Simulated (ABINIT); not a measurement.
# GaP (F-43m) in ABINIT: further runs

One crystal, GaP, is run at these levels: SOGGA, PBE, LDA, BLYP; tasks: band structure.

All numbers are computed with ABINIT 10.8.3 (patched build); they aren't measurements. Logs are shortened: lines on timing, memory, paths and dates and some standing lists are left out, and cuts for length are marked. The log counts tension as positive stress, the text compression.

**Measured values to compare with.**

From “Stacking defects in GaP nanowires: Electronic structure and optical properties”, 2018, arxiv:1810.01194, for a bulk crystal of GaP at 10 K: band gap 2.34 eV (indirect).

The runs below are set against these values where they give the same quantity.

**1. The crystal as given**

It takes space group F-43m (No. 216, cubic). Conventional cell: a = 5.451 Å, b = 5.451 Å, c = 5.451 Å, α = 90.00°, β = 90.00°, γ = 90.00°. Ga (site symmetry -43m) has 4 P at 2.36 Å as nearest neighbours. Around P (site symmetry -43m) lie 4 Ga at 2.36 Å.

**2. Band structure, SOGGA**

File run.abi:

```
# Datasets: ground state, then fixed potential
ndtset 2

# Pseudopotentials
pp_dirpath "./"
pseudos "Ga.upf, P.upf"

# Structure
acell 3*1.0
rprim
     0.0000000000     5.1499761211     5.1499761211
     5.1499761211     0.0000000000     5.1499761211
     5.1499761211     5.1499761211     0.0000000000
ntypat 2
znucl 31 15
natom 2
typat 1 2
xred
     0.0000000000     0.0000000000     0.0000000000
     0.7500000000     0.7500000000     0.7500000000

# Plane-wave basis
ecut 40.0

# Exchange and correlation
ixc -150130

# Bands and occupations
occopt 3
tsmear 0.05 eV

# SCF cycle
nstep 100

# Output
iomode 3
prtwf 0
prteig 0
prtebands 0
enunit 1
prtden1 1

# Dataset 1
kptopt1 1
ngkpt1 8 8 8
nshiftk1 1
shiftk1 0.0 0.0 0.0
nband1 13
tolvrs1 1.0e-10

# Dataset 2: bands along G-X-W-K-G-L-U-W-L-K
iscf2 -2
getden2 1
nband2 17
nbdbuf2 2
tolwfr2 1.0e-12
kptopt2 -9
ndivsm2 8
prteig2 1
kptbounds2
     0.0000000000     0.0000000000     0.0000000000
     0.5000000000     0.0000000000     0.5000000000
     0.5000000000     0.2500000000     0.7500000000
     0.3750000000     0.3750000000     0.7500000000
     0.0000000000     0.0000000000     0.0000000000
     0.5000000000     0.5000000000     0.5000000000
     0.6250000000     0.2500000000     0.6250000000
     0.5000000000     0.2500000000     0.7500000000
     0.5000000000     0.5000000000     0.5000000000
     0.3750000000     0.3750000000     0.7500000000
```

Potentials or basis: PseudoDojo NC SR PBEsol v0.4.1 standard.

On the command line:

```bash
> abinit run.abi > log 2>&1
```

run.abo:

```text
.Version 10.8.3 of ABINIT
 DATASET    1 : space group F-4 3 m (#216); Bravais cF (face-center cubic)
================================================================================
 Values of the parameters that define the memory need for DATASET  1.
     intxc =       0    ionmov =       0      iscf =       7    lmnmax =       6
     lnmax =       6     mgfft =      45  mpssoang =       3    mqgrid =    3001
     natom =       2  nloc_mem =       1    nspden =       1   nspinor =       1
    nsppol =       1      nsym =      24    n1xccc =    2501    ntypat =       2
    occopt =       3   xclevel =       2
       mpw =        3327          nfft =       91125          nkpt =          29
================================================================================
================================================================================

 DATASET    2 : space group F-4 3 m (#216); Bravais cF (face-center cubic)
================================================================================
 Values of the parameters that define the memory need for DATASET  2.
     intxc =       0    ionmov =       0      iscf =      -2    lmnmax =       6
     lnmax =       6     mgfft =      45  mpssoang =       3    mqgrid =    3001
     natom =       2  nloc_mem =       1    nspden =       1   nspinor =       1
    nsppol =       1      nsym =      24    n1xccc =    2501    ntypat =       2
    occopt =       3   xclevel =       2
       mpw =        3327          nfft =       91125          nkpt =         139
================================================================================
================================================================================

--------------------------------------------------------------------------------
------------- Echo of variables that govern the present computation ------------
--------------------------------------------------------------------------------
 -outvars: echo values of preprocessed input variables --------
            acell      1.0000000000E+00  1.0000000000E+00  1.0000000000E+00 Bohr
              amu      6.97230000E+01  3.09737620E+01
             ecut      4.00000000E+01 Hartree
           enunit           1
           getden1          0
           getden2          1
             iscf1          7
             iscf2         -2
                       outvar_i_n : Printing only first  50 k-points.
              ixc     -150130
           jdtset        1    2
                       outvar_i_n : Printing only first  50 k-points.
           kptopt1          1
           kptopt2         -9
         kptrlatt        8    0    0      0    8    0      0    0    8
          kptrlen1     5.82653286E+01
          kptrlen2     3.00000000E+01
            natom           2
            nband1         13
            nband2         17
           nbdbuf1          0
           nbdbuf2          2
           ndtset           2
[... 1213 lines left out ...]
- [  7.5000E-01,   7.5000E-01,   7.5000E-01,  P]
cartesian_forces: null
force_length_stats: {min: null, max: null, mean: null, }
...

 Integrated electronic density in atomic spheres:
 ------------------------------------------------
 Atom  Sphere_radius  Integrated_density
    1        2.00000         10.81406660
    2        2.00000          2.78522880
================================================================================

 ----iterations are completed or convergence reached----

 Mean square residual over all n,k,spin=   54.697E-14; max=  99.921E-14
 reduced coordinates (array xred) for    2 atoms
       0.000000000000      0.000000000000      0.000000000000
       0.750000000000      0.750000000000      0.750000000000

 cartesian coordinates (angstrom) at end:
    1      0.00000000000000     0.00000000000000     0.00000000000000
    2      4.08787499719786     4.08787499719786     4.08787499719786
 length scales=  1.000000000000  1.000000000000  1.000000000000 bohr
              =  0.529177210544  0.529177210544  0.529177210544 angstroms
 Eigenvalues (   eV  ) for nkpt= 139  k points:
 kpt#   1, nband= 17, wtk=  1.00000, kpt=  0.0000  0.0000  0.0000 (reduced coord)
 -10.16498  -10.16498  -10.16498  -10.06631  -10.06631   -8.14099    4.38307    4.38307
   4.38307    6.14506    8.19981    8.19981    8.19981   12.90798   14.04372   14.04372
  16.62011
 kpt#   2, nband= 17, wtk=  1.00000, kpt=  0.0217  0.0000  0.0217 (reduced coord)
 -10.16575  -10.16469  -10.16469  -10.06643  -10.06621   -8.13267    4.29688    4.35750
   4.35750    6.22879    8.17361    8.23432    8.23432   12.95325   13.94999   14.05115
  16.63867
 kpt#   3, nband= 17, wtk=  1.00000, kpt=  0.0435  0.0000  0.0435 (reduced coord)
 -10.16803  -10.16383  -10.16383  -10.06680  -10.06590   -8.10776    4.07550    4.28367
   4.28367    6.44144    8.09889    8.33493    8.33493   13.08471   13.70213   14.07343
  16.68891
 kpt#   4, nband= 17, wtk=  1.00000, kpt=  0.0652  0.0000  0.0652 (reduced coord)
 -10.17170  -10.16240  -10.16240  -10.06741  -10.06541   -8.06639    3.77900    4.16915
   4.16915    6.71811    7.98651    8.49404    8.49404   13.26351   13.39364   14.11050
  16.77346
 kpt#   5, nband= 17, wtk=  1.00000, kpt=  0.0870  0.0000  0.0870 (reduced coord)
[... 525 lines left out ...]
   2.33019    6.67831    9.89059   11.60656   11.66189   13.64806   14.49803   18.55083
  19.16508
 kpt# 137, nband= 17, wtk=  1.00000, kpt=  0.3929  0.3929  0.7143 (reduced coord)
 -10.26234  -10.12321  -10.11183  -10.08188  -10.05614   -5.28449   -2.10639    0.35214
   2.24207    6.57842    9.67325   11.92688   12.00834   13.52663   14.47238   18.93041
  19.52458
 kpt# 138, nband= 17, wtk=  1.00000, kpt=  0.3839  0.3839  0.7321 (reduced coord)
 -10.26453  -10.12111  -10.10980  -10.08400  -10.05514   -5.21736   -2.15214    0.32945
   2.16453    6.49124    9.38658   12.28092   12.31522   13.47033   14.51461   19.00607
  20.09497
 kpt# 139, nband= 17, wtk=  1.00000, kpt=  0.3750  0.3750  0.7500 (reduced coord)
 -10.26646  -10.11922  -10.10829  -10.08588  -10.05404   -5.17602   -2.19293    0.36457
   2.09881    6.41910    9.07912   12.53345   12.55591   13.56492   14.64719   18.90494
  20.16260

== END DATASET(S) ==============================================================
================================================================================

 -outvars: echo values of variables after computation  --------
            acell      1.0000000000E+00  1.0000000000E+00  1.0000000000E+00 Bohr
           etotal1    -8.3195304336E+01
            fcart1    -2.6142307846E-29 -2.6142307846E-29  7.8426923538E-29
                       2.6142307846E-29  2.6142307846E-29 -7.8426923538E-29
            rprim      0.0000000000E+00  5.1499761211E+00  5.1499761211E+00
                       5.1499761211E+00  0.0000000000E+00  5.1499761211E+00
                       5.1499761211E+00  5.1499761211E+00  0.0000000000E+00
           strten1     4.5197864949E-05  4.5197864949E-05  4.5197864949E-05
                       0.0000000000E+00  0.0000000000E+00  0.0000000000E+00
           xangst      0.0000000000E+00  0.0000000000E+00  0.0000000000E+00
                       4.0878749972E+00  4.0878749972E+00  4.0878749972E+00
             xred      0.0000000000E+00  0.0000000000E+00  0.0000000000E+00
                       7.5000000000E-01  7.5000000000E-01  7.5000000000E-01
 Calculation completed.
```

Wall time 4.4 min (1 thread of Arm Neoverse V1, shared host); peak memory 0.2 GiB.

What came out:

```yaml
Free_energy: -2263.8596 eV
Pressure: -1.3 GPa
Band_gap_on_the_k_mesh: 1.46 eV, indirect (least direct gap 1.76 eV)
Band_gap_along_the_path: 1.43 eV, indirect (least direct gap 1.76 eV)
Valence_electrons_inside_the_program's_atomic_spheres: Ga 10.81; P 2.79
```

Levels at the corners of the path, in eV from the valence-band top:
```tsv
point	band 5	band 6	band 7	band 8	band 9	band 10	band 11	band 12	band 13	band 14
Γ	-14.45	-12.52	0.00	0.00	0.00	1.76	3.82	3.82	3.82	8.52
X	-14.43	-9.53	-6.79	-2.72	-2.72	1.46	1.69	10.53	10.53	11.06
W	-14.44	-9.43	-6.57	-3.65	-3.49	4.55	4.83	5.99	6.00	11.49
K	-14.44	-9.56	-6.58	-4.02	-2.28	2.04	4.70	8.15	8.17	9.18
Γ	-14.45	-12.52	0.00	0.00	0.00	1.76	3.82	3.82	3.82	8.52
L	-14.44	-10.43	-6.70	-1.13	-1.13	1.58	4.62	4.62	8.02	10.70
U	-14.44	-9.56	-6.58	-4.02	-2.28	2.04	4.70	8.15	8.17	9.18
W	-14.44	-9.43	-6.57	-3.65	-3.49	4.55	4.83	5.99	6.00	11.49
L	-14.44	-10.43	-6.70	-1.13	-1.13	1.58	4.62	4.62	8.02	10.70
K	-14.44	-9.56	-6.58	-4.02	-2.28	2.04	4.70	8.15	8.17	9.18
```

Caveat: the potentials were made for another functional, which shifts forces and pressure.

**3. Band structure, PBE**

Changes to run.abi since step 2:

```diff
@@ -8,7 +8,7 @@
 # Structure
-acell 3*1.0
+acell 7.2831660764 7.2831660764 7.2831660764
 rprim
-     0.0000000000     5.1499761211     5.1499761211
-     5.1499761211     0.0000000000     5.1499761211
-     5.1499761211     5.1499761211     0.0000000000
+     0.0000000000     0.7071067812     0.7071067812
+     0.7071067812     0.0000000000     0.7071067812
+     0.7071067812     0.7071067812     0.0000000000
 ntypat 2
@@ -22,6 +22,6 @@
 # Plane-wave basis
-ecut 40.0
+ecut 1088.455450 eV
 
 # Exchange and correlation
-ixc -150130
+ixc 11
 
@@ -41,2 +41,6 @@
 prtden1 1
+prtvha1 1
+prtvclmb1 1
+prtpot1 1
+prtelf1 1
 
@@ -57,3 +61,3 @@
 kptopt2 -9
-ndivsm2 8
+ndivsm2 6
 prteig2 1
```

Potentials or basis: PseudoDojo NC SR PBE v0.5 standard.

On the command line:

```bash
> abinit run.abi > log 2>&1
```

run.abo:

```text
.Version 10.8.3 of ABINIT
 DATASET    1 : space group F-4 3 m (#216); Bravais cF (face-center cubic)
================================================================================
 Values of the parameters that define the memory need for DATASET  1.
     intxc =       0    ionmov =       0      iscf =       7    lmnmax =       6
     lnmax =       6     mgfft =      45  mpssoang =       3    mqgrid =    3001
     natom =       2  nloc_mem =       1    nspden =       1   nspinor =       1
    nsppol =       1      nsym =      24    n1xccc =    2501    ntypat =       2
    occopt =       3   xclevel =       2
       mpw =        3327          nfft =       91125          nkpt =          29
================================================================================
================================================================================

 DATASET    2 : space group F-4 3 m (#216); Bravais cF (face-center cubic)
================================================================================
 Values of the parameters that define the memory need for DATASET  2.
     intxc =       0    ionmov =       0      iscf =      -2    lmnmax =       6
     lnmax =       6     mgfft =      45  mpssoang =       3    mqgrid =    3001
     natom =       2  nloc_mem =       1    nspden =       1   nspinor =       1
    nsppol =       1      nsym =      24    n1xccc =    2501    ntypat =       2
    occopt =       3   xclevel =       2
       mpw =        3327          nfft =       91125          nkpt =         103
================================================================================
================================================================================

--------------------------------------------------------------------------------
------------- Echo of variables that govern the present computation ------------
--------------------------------------------------------------------------------
 -outvars: echo values of preprocessed input variables --------
            acell      7.2831660764E+00  7.2831660764E+00  7.2831660764E+00 Bohr
              amu      6.97230000E+01  3.09737620E+01
             ecut      4.00000000E+01 Hartree
           enunit           1
           getden1          0
           getden2          1
             iscf1          7
             iscf2         -2
[... 1026 lines left out ...]
    1      0.00000000000000     0.00000000000000     0.00000000000000
    2      4.08787499729965     4.08787499729965     4.08787499729965
 length scales=  7.283166076400  7.283166076400  7.283166076400 bohr
              =  3.854085508238  3.854085508238  3.854085508238 angstroms
 Eigenvalues (   eV  ) for nkpt= 103  k points:
 kpt#   1, nband= 17, wtk=  1.00000, kpt=  0.0000  0.0000  0.0000 (reduced coord)
 -10.21403  -10.21403  -10.21403  -10.11667  -10.11667   -8.14226    4.35051    4.35051
   4.35051    6.16878    8.24164    8.24164    8.24164   13.16318   14.08084   14.08084
  16.80812
 kpt#   2, nband= 17, wtk=  1.00000, kpt=  0.0294  0.0000  0.0294 (reduced coord)
 -10.21542  -10.21350  -10.21350  -10.11689  -10.11649   -8.12715    4.20181    4.30538
   4.30538    6.31191    8.19818    8.30323    8.30323   13.24240   13.92573   14.09437
  16.84121
 kpt#   3, nband= 17, wtk=  1.00000, kpt=  0.0588  0.0000  0.0588 (reduced coord)
 -10.21948  -10.21194  -10.21194  -10.11754  -10.11594   -8.08196    3.84736    4.17861
   4.17861    6.64443    8.07948    8.47931    8.47931   13.45009   13.56009   14.13490
  16.93630
 kpt#   4, nband= 17, wtk=  1.00000, kpt=  0.0882  0.0000  0.0882 (reduced coord)
 -10.22587  -10.20938  -10.20938  -10.11867  -10.11506   -8.00713    3.40345    3.99072
   3.99072    7.02683    7.92179    8.74920    8.74920   13.04324   13.83742   14.20224
  17.08533
 kpt#   5, nband= 17, wtk=  1.00000, kpt=  0.1176  0.0000  0.1176 (reduced coord)
[... 381 lines left out ...]
   2.44222    6.91280    9.97055   11.26926   11.55578   13.91902   14.65245   18.06900
  18.95743
 kpt# 101, nband= 17, wtk=  1.00000, kpt=  0.4000  0.4000  0.7000 (reduced coord)
 -10.30940  -10.17417  -10.16335  -10.12978  -10.10719   -5.38825   -2.07299    0.46575
   2.30828    6.76956    9.90857   11.75825   11.77103   13.70541   14.55256   18.82981
  19.29993
 kpt# 102, nband= 17, wtk=  1.00000, kpt=  0.3875  0.3875  0.7250 (reduced coord)
 -10.31260  -10.17113  -10.16015  -10.13284  -10.10595   -5.28113   -2.13205    0.38375
   2.19228    6.64210    9.56914   12.22786   12.23202   13.56280   14.55328   19.11362
  19.99075
 kpt# 103, nband= 17, wtk=  1.00000, kpt=  0.3750  0.3750  0.7500 (reduced coord)
 -10.31537  -10.16848  -10.15790  -10.13548  -10.10446   -5.21654   -2.19188    0.41675
   2.09819    6.54056    9.15104   12.58635   12.60754   13.64797   14.71035   18.99534
  20.17455

== END DATASET(S) ==============================================================
================================================================================

 -outvars: echo values of variables after computation  --------
            acell      7.2831660764E+00  7.2831660764E+00  7.2831660764E+00 Bohr
           etotal1    -8.3428613585E+01
            fcart1     1.0211839002E-31  1.0211839002E-31 -3.0635517006E-31
                      -1.0211839002E-31 -1.0211839002E-31  3.0635517006E-31
            rprim      0.0000000000E+00  7.0710678120E-01  7.0710678120E-01
                       7.0710678120E-01  0.0000000000E+00  7.0710678120E-01
                       7.0710678120E-01  7.0710678120E-01  0.0000000000E+00
           strten1    -8.7958295539E-05 -8.7958295539E-05 -8.7958295539E-05
                       0.0000000000E+00  0.0000000000E+00  0.0000000000E+00
           xangst      0.0000000000E+00  0.0000000000E+00  0.0000000000E+00
                       4.0878749973E+00  4.0878749973E+00  4.0878749973E+00
             xred      0.0000000000E+00  0.0000000000E+00  0.0000000000E+00
                       7.5000000000E-01  7.5000000000E-01  7.5000000000E-01
 Calculation completed.
```

Run time: 3.3 min. Hardware: 1 thread of Arm Neoverse V1, shared host; peak memory 0.16 GiB.

What came out:

```yaml
Free_energy: -2270.2082 eV
Pressure: 2.6 GPa
Band_gap_on_the_k_mesh: 1.64 eV, indirect (least direct gap 1.82 eV)
Band_gap_along_the_path: 1.60 eV, indirect (least direct gap 1.82 eV)
Valence_electrons_inside_the_program's_atomic_spheres: Ga 10.82; P 2.81
```

Levels at the corners of the path, in eV from the valence-band top:
```
point  band 5  band 6  band 7  band 8  band 9  band 10  band 11  band 12  band 13  band 14
    Γ  -14.47  -12.49    0.00    0.00    0.00     1.82     3.89     3.89     3.89     8.81
    X  -14.45   -9.53   -6.75   -2.68   -2.68     1.66     1.83    10.58    10.58    11.18
    W  -14.46   -9.44   -6.54   -3.57   -3.42     4.70     4.86     6.11     6.15    11.59
    K  -14.46   -9.57   -6.54   -3.93   -2.25     2.19     4.80     8.24     8.26     9.30
    Γ  -14.47  -12.49    0.00    0.00    0.00     1.82     3.89     3.89     3.89     8.81
    L  -14.46  -10.43   -6.63   -1.12   -1.12     1.67     4.72     4.72     8.29    10.88
    U  -14.46   -9.57   -6.54   -3.93   -2.25     2.19     4.80     8.24     8.26     9.30
    W  -14.46   -9.44   -6.54   -3.57   -3.42     4.70     4.86     6.11     6.15    11.59
    L  -14.46  -10.43   -6.63   -1.12   -1.12     1.67     4.72     4.72     8.29    10.88
    K  -14.46   -9.57   -6.54   -3.93   -2.25     2.19     4.80     8.24     8.26     9.30
```

(Part 1 of 3 ends here.)
